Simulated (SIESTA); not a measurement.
The system is In.

```
In
1.0
    -1.62547    1.62547    2.47370
     1.62547   -1.62547    2.47370
     1.62547    1.62547   -2.47370
In
1
Direct
  0.00000 0.00000 0.00000
```

Base run:

* Program: SIESTA 5.4.2
* Functional: vdW-DF-cx
* Potentials or basis: PseudoDojo 0.4 standard (PBE files)
* Basis: DZP (energy shift 0.003 Ry; two zetas on semicore shells)
* Grid cutoff: 500 Ry
* Energy shift: 0.003 Ry
* k mesh: 11 × 11 × 11
* Occupations: fermi-dirac, width 0.05 eV
* Spin: no spin polarisation

Its results: band gap on the k mesh none (metal or under the smearing width); pressure 0.4 GPa.

**Question.** The run is repeated on the same cell with these changes: functional from vdW-DF-cx to optB88-vdW. What comes out?

**Answer.** Band gap on the k mesh none (metal or under the smearing width); pressure 3.0 GPa.

Caveats: the potentials were made for another functional, which shifts forces and pressure; the basis of atomic orbitals isn't converged, which shifts pressures, moduli and gaps.
